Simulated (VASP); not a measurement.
# AlN (P6_3/mmc) in VASP: a series of runs

The runs below take AlN through single point, with PBEsol.

All numbers are computed with VASP 6.6.1; they aren't measurements. Logs are shortened: lines on timing, memory, paths and dates and some standing lists are left out, and cuts for length are marked.

## Step 1: Starting point

Symmetry: P6_3/mmc, No. 194, hexagonal system. The conventional cell has a = 3.312 Å, b = 3.312 Å, c = 4.188 Å, α = 90.00°, β = 90.00°, γ = 120.00°. Around Al (site symmetry -6m2) lie 5 N at 1.91 to 2.09 Å. Around N (site symmetry -6m2) lie 5 Al at 1.91 to 2.09 Å.

Measurements of this composition are mostly on another form, of space group No. 186.

## Step 2: Single point, PBEsol

Contents of INCAR:

```
PREC     = Accurate       # precision mode
ENCUT    = 700            # plane-wave cutoff, eV
EDIFF    = 1E-6           # SCF threshold, eV
ISMEAR   = 0              # smearing method
SIGMA    = 0.05           # smearing width, eV
LREAL    = False          # projectors in reciprocal space
LASPH    = True           # aspherical terms in the spheres
NELM     = 100            # most SCF steps
ALGO     = Normal         # electronic algorithm
ISIF     = 2              # what is computed and relaxed
LWAVE    = False          # write WAVECAR
LCHARG   = False          # write CHGCAR
GGA      = PS             # functional
ADDGRID  = False
```

Contents of KPOINTS:

```
regular mesh
0
Gamma
  4 4 3
```

Contents of POSCAR:

```
AlN
1.0
    3.3121157418      0.0000000000      0.0000000000
   -1.6560578709      2.8683763727      0.0000000000
    0.0000000000      0.0000000000      4.1875630000
Al N
2 2
Direct
    0.6666666667      0.3333333333      0.2500000000
    0.3333333333      0.6666666667      0.7500000000
    0.6666666667      0.3333333333      0.7500000000
    0.3333333333      0.6666666667      0.2500000000
```

Potentials or basis: VASP PAW PBE potentials, release 64 (Al, N).

Run with:

```sh
$ cat potpaw_PBE.64/Al/POTCAR potpaw_PBE.64/N/POTCAR > POTCAR
$ mpirun -np 1 vasp_std > vasp.out
```

OUTCAR:

```text
PREC = Accurate
   ENCUT = 700
   EDIFF = 1E-6
   ISMEAR = 0
   LREAL = False
   LASPH = True
   NELM = 100
   ISIF = 2
   GGA = PS

 Found      8 irreducible k-points:

 Following reciprocal coordinates:
            Coordinates               Weight
  0.000000  0.000000  0.000000      1.000000
  0.250000  0.000000  0.000000      6.000000
  0.500000  0.000000  0.000000      3.000000
  0.250000  0.250000  0.000000      6.000000
  0.000000  0.000000  0.333333      2.000000
  0.250000  0.000000  0.333333     12.000000
   k-points           NKPTS =      8   k-points in BZ     NKDIM =      8   number of bands    NBANDS=     12
   number of dos      NEDOS =    301   number of ions     NIONS =      4
   total plane-waves  NPLWV =  32400
   dimension x,y,z NGX =    30 NGY =   30 NGZ =   36
   dimension x,y,z NGXF=    60 NGYF=   60 NGZF=   72
   ions per type =               2   2
   NGX,Y,Z   is equivalent  to a cutoff of  15.06, 15.06, 14.29 a.u.
   NGXF,Y,Z  is equivalent  to a cutoff of  30.12, 30.12, 28.58 a.u.
 SYSTEM =  unknown system
   PREC   = accura    normal or accurate (medium, high low for compatibility)
   ISTART =      0    job   : 0-new  1-cont  2-samecut
   ICHARG =      2    charge: 1-file 2-atom 10-const
   ISPIN  =      1    spin polarized calculation?
   LNONCOLLINEAR =      F non collinear calculations
   LSORBIT =      F    spin-orbit coupling
   LASPH  =      T    aspherical Exc in radial PAW
   ENCUT  =  700.0 eV  51.45 Ry    7.17 a.u.   7.15  7.15  9.03*2*pi/ulx,y,z
   NELM   =    100;   NELMIN=  2; NELMDL= -5     # of ELM steps
   EDIFF  = 0.1E-05   stopping-criterion for ELM
   LREAL  =      F    real-space projection
   EDIFFG = 0.1E-04   stopping-criterion for IOM
   NSW    =      0    number of steps for IOM
   IBRION =     -1    ionic relax: 0-MD 1-quasi-New 2-CG
   NFREE  =      0    steps in history (QN), initial steepest desc. (CG)
   ISIF   =      2    stress and relaxation
   ISYM   =      2    0-nonsym 1-usesym 2-fastsym
   POTIM  = 0.5000    time-step for ionic-motion
   TEBEG  =    0.0;   TEEND  =   0.0 temperature during run
   PSTRESS=    0.0 pullay stress
   NELECT =      16.0000    total number of electrons
   NUPDOWN=      -1.0000    fix difference up-down
   EMIN   =  10.00;   EMAX   =-10.00  energy-range for DOS
   EFERMI =   0.00;   METHOD = LEGACY
   ISMEAR =     0;   SIGMA  =   0.05  broadening in eV -4-tet -1-fermi 0-gaus
   EFERMI_NEDOS =   21; number of points for ismear=-14 and -15
   IALGO  =     38    algorithm
   IMIX   =      4    mixing-type and parameters
     AMIX     =   0.40;   BMIX     =  1.00
     AMIX_MAG =   1.60;   BMIX_MAG =  1.00
  volume/ion in A,a.u.               =       9.95        67.12
  Fermi-wavevector in a.u.,A,eV,Ry     =   1.208409  2.283561 19.867927  1.460251
  Thomas-Fermi vector in A             =   2.344017
   LORBIT       =      0    0 simple, 1 ext, 2 COOP (PROOUT), +10 PAW based schemes
   GGA     = PS    functional components
   LHFCALC =     F    Hartree Fock is set to
   AEXX    =    0.0000 exact exchange contribution
   IVDW    =     0    specifies the selected vdW correction
   LEPSILON=     F    determine dielectric tensor
   LRPA    =     F    only Hartree local field effects (RPA)
 non-spin polarized calculation
 Gauss-broadening in eV      SIGMA  =   0.05
  energy-cutoff  :      700.00
  volume of cell :       39.78
 maximum number of plane-waves:      1689
 NGX is ok and might be reduce to    30
   NGX = 15   NGY = 15   NGZ = 19

 number of electron      16.0000001 magnetization

 Free energy of the ion-electron system (eV)
  ---------------------------------------------------
  ext. energy  EPLUGINS =         0.00000000
  ---------------------------------------------------
  free energy    TOTEN  =       -30.93309058 eV

  energy without entropy =      -30.93309058  energy(sigma->0) =      -30.93309058

 E-fermi :   8.1616     XC(G=0): -11.3518

 val. band max:        7.8685365866   @ k =   0.0000   0.0000   0.0000
 cond. band min:      11.0527135013   @ k =   0.0000   0.0000   0.0000
 fundamental gap:      3.1841769147
 Fermi energy:         8.1615898327

 k-point     1 :       0.0000    0.0000    0.0000
  band No.  band energies     occupation
      1      -8.9008      2.00000
      2      -5.2250      2.00000
      3       0.9400      2.00000
      4       4.5825      2.00000
      5       4.5825      2.00000
      6       6.2515      2.00000
      7       6.2515      2.00000
      8       7.8685      2.00000
      9      11.0527      0.00000
     10      12.2000      0.00000
     11      15.9940      0.00000
     12      15.9940      0.00000

 k-point     2 :       0.2500    0.0000    0.0000
  band No.  band energies     occupation
      1      -8.2166      2.00000
      2      -5.2802      2.00000
      3       1.6886      2.00000
      4       2.6967      2.00000
      5       3.8663      2.00000
      6       4.6225      2.00000
      7       6.4228      2.00000
      8       6.7450      2.00000
      9      12.4997      0.00000
     10      13.8657      0.00000
     11      15.5256      0.00000
     12      16.5131      0.00000

 k-point     3 :       0.5000    0.0000    0.0000
  band No.  band energies     occupation
      1      -7.0237      2.00000
      2      -5.8607      2.00000
      3       1.3588      2.00000
      4       3.1008      2.00000
      5       3.3602      2.00000
      6       3.5339      2.00000
      7       4.9480      2.00000
      8       6.4086      2.00000
      9      11.6162      0.00000
     10      14.8847      0.00000
     11      14.9155      0.00000
     12      17.0295      0.00000

 k-point     4 :       0.2500    0.2500    0.0000
  band No.  band energies     occupation
      1      -7.1127      2.00000
      2      -5.7308      2.00000
      3       1.5324      2.00000
      4       2.7766      2.00000
      5       2.9948      2.00000
      6       4.0721      2.00000
      7       5.1815      2.00000
      8       5.6584      2.00000
      9      13.4384      0.00000
     10      13.5944      0.00000
     11      15.7568      0.00000
     12      16.0857      0.00000

 k-point     5 :       0.0000    0.0000    0.3333
  band No.  band energies     occupation
      1      -8.2354      2.00000
      2      -6.5176      2.00000
      3       2.6366      2.00000
      4       4.9689      2.00000
      5       4.9689      2.00000
      6       5.6931      2.00000
      7       5.8075      2.00000
      8       5.8075      2.00000
      9      12.7084      0.00000
     10      13.1900      0.00000
     11      15.7443      0.00000
     12      15.7443      0.00000

 k-point     6 :       0.2500    0.0000    0.3333
  band No.  band energies     occupation
      1      -7.6159      2.00000
      2      -6.1767      2.00000
      3       1.5787      2.00000
      4       2.9787      2.00000
      5       4.3813      2.00000
      6       4.8040      2.00000
      7       5.6289      2.00000
      8       6.7706      2.00000
      9      12.5142      0.00000
     10      13.9366      0.00000
     11      15.7836      0.00000
     12      16.7762      0.00000

 [... further k-points ...]

------------------------ aborting loop because EDIFF is reached ----------------------------------------

  FORCE on cell =-STRESS in cart. coord.  units (eV):
  Direction    XX          YY          ZZ          XY          YZ          ZX
  --------------------------------------------------------------------------------------
  -------------------------------------------------------------------------------------
  Total       -0.8356122     -0.8356122     -1.1231438      0.0000000     -0.0000000      0.0000000
  in kB      -33.6521156    -33.6521156    -45.2317031      0.0000000     -0.0000000      0.0000000
  external PRESSURE =     -37.5119781 kB  Pullay stress =       0.0000000 kB

 VOLUME and BASIS-vectors are now :
 -----------------------------------------------------------------------------
  energy-cutoff  :      700.00
  volume of cell :       39.78
      direct lattice vectors                 reciprocal lattice vectors
     3.312115742  0.000000000  0.000000000     0.301921816  0.174314642  0.000000000
    -1.656057871  2.868376373  0.000000000     0.000000000  0.348629284  0.000000000
     0.000000000  0.000000000  4.187563000     0.000000000  0.000000000  0.238802377

 POSITION                                       TOTAL-FORCE (eV/Angst)
 -----------------------------------------------------------------------------------
      1.65606      0.95613      1.04689        -0.000000      0.000000      0.000000
     -0.00000      1.91225      3.14067         0.000000     -0.000000      0.000000
      1.65606      0.95613      3.14067        -0.000000     -0.000000      0.000000
     -0.00000      1.91225      1.04689         0.000000     -0.000000      0.000000
 -----------------------------------------------------------------------------------
    total drift:                               -0.000000     -0.000000     -0.000000

  FREE ENERGIE OF THE ION-ELECTRON SYSTEM (eV)
  ---------------------------------------------------
  free  energy   TOTEN  =       -30.9330905810 eV

  energy  without entropy=      -30.9330905810  energy(sigma->0) =      -30.93309058
```

It took 4 s on 1 thread of Intel Xeon 6975P-C (Granite Rapids), shared host; peak memory 0.16 GiB.

These settings aren't checked as converged: the numbers below hold their error.

What came out:

| Property | Result |
| --- | --- |
| Free energy | -30.9331 eV |
| Pressure | -3.8 GPa |
| Band gap on the k mesh | 3.18 eV, direct |

Caveat: the k mesh is coarse (spacing up to 0.55 Å⁻¹), so the values aren't converged; the PAW data sets were made with another functional, which shifts forces and pressure a little.

## Step 3: Single point, PBEsol

INCAR is that of step 2.

KPOINTS is that of step 2.

Contents of POSCAR:

```
AlN
1.0
    3.3121157418      0.0000000000      0.0000000000
   -1.6560578709      2.8683763727      0.0000000000
    0.0000000000      0.0000000000      4.1875630000
Al N
2 2
Direct
    0.6237580000      0.3299140000      0.2556100000
    0.3117670000      0.6288490000      0.7350250000
    0.6903480000      0.3199170000      0.7468030000
    0.3351220000      0.6696830000      0.2481240000
```

Potentials or basis: VASP PAW PBE potentials, release 64 (Al, N).

Run with:

```sh
$ cat potpaw_PBE.64/Al/POTCAR potpaw_PBE.64/N/POTCAR > POTCAR
$ mpirun -np 1 vasp_std > vasp.out
```

Run time: 9.2 s. Hardware: 1 thread of Intel Xeon 6975P-C (Granite Rapids), shared host; peak memory 0.17 GiB.

These settings aren't checked as converged: the numbers below hold their error.

Results:

```yaml
Free_energy: -30.5413 eV
Pressure: -0.4 GPa
Largest_force: 2.819 eV/Å
Band_gap_on_the_k_mesh: 3.09 eV, direct
```

Caveat: the k mesh is coarse (spacing up to 0.55 Å⁻¹), so the values aren't converged; the PAW data sets were made with another functional, which shifts forces and pressure a little.
